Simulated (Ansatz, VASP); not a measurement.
# KBr: VASP beside Ansatz

Contents of INCAR:

```
ALGO = Normal
EDIFF = 1E-8
ENCUT = 520
GGA = PE
ISIF = 2
ISMEAR = 0
LASPH = True
LCHARG = False
LEFG = True
LREAL = False
LWAVE = False
NBANDS = 42
NELM = 100
PREC = Accurate
SIGMA = 0.01
```

Contents of KPOINTS:

```
k-points
0
Gamma
  3 3 3
```

The input POSCAR:

```
KBr
1.0
    6.6000000000      0.0000000000      0.0000000000
    0.0000000000      6.6000000000      0.0000000000
    0.0000000000      0.0000000000      6.6000000000
K Br
4 4
Direct
    0.0000000000      0.0000000000      0.0000000000
    0.5000000000      0.5000000000      0.0000000000
    0.5000000000      0.0000000000      0.5000000000
    0.0000000000      0.5000000000      0.5000000000
    0.5000000000      0.5000000000      0.5000000000
    0.0000000000      0.0000000000      0.5000000000
    0.0000000000      0.5000000000      0.0000000000
    0.5000000000      0.0000000000      0.0000000000
```

Input for Ansatz:

```yaml
crystal:
  lattice:
    - [6.6, 0.0, 0.0]
    - [0.0, 6.6, 0.0]
    - [0.0, 0.0, 6.6]
  atoms:
    - { symbol: K, position: [0.0, 0.0, 0.0] }
    - { symbol: K, position: [0.5, 0.5, 0.0] }
    - { symbol: K, position: [0.5, 0.0, 0.5] }
    - { symbol: K, position: [0.0, 0.5, 0.5] }
    - { symbol: Br, position: [0.5, 0.5, 0.5] }
    - { symbol: Br, position: [0.0, 0.0, 0.5] }
    - { symbol: Br, position: [0.0, 0.5, 0.0] }
    - { symbol: Br, position: [0.5, 0.0, 0.0] }
kpoints:
  mp_grid: { grid: [3, 3, 3] }
scf:
  occupations: { method: fixed }
hamiltonian:
  xc: pbe
  pseudopotentials: { kind: paw }
output:
  forces: true
  efg:
    quadrupole_moments_barn: { K: 0.0603, Br: 0.2579 }
    contact_densities: true
  core_levels:
    shells: { Br: "3d", K: "2p" }
    counted_from: valence_top
    eps_inf: [2.553, 2.553, 2.553]
    add_spin: false
```

Alike in both runs: task electric field gradients; functional PBE; k mesh 3 × 3 × 3; no spin polarisation.

|  | VASP | Ansatz |
| --- | --- | --- |
| version | VASP 6.6.1 | Ansatz 0.2.0 |
| potentials or method | VASP PAW PBE potentials, release 64 (K_sv, Br) | plane-wave PAW, scalar-relativistic |
| plane-wave cutoff (eV) | 520 | 420 |
| occupations | gaussian, width 0.01 eV | fixed |
| valence electrons in the cell | 64 | 64 |

|  | VASP | Ansatz | Ansatz less VASP |
| --- | --- | --- | --- |
| gap on the k mesh at the Fermi level (eV) | 4.43 | 4.44 | +0.001 |
| Vzz of the field gradient on the site that differs most (V/Å²) | 0.0 | 0.0 | 0.00 |

Expect the measured gap to be larger: semilocal functionals such as PBE lack the derivative discontinuity.
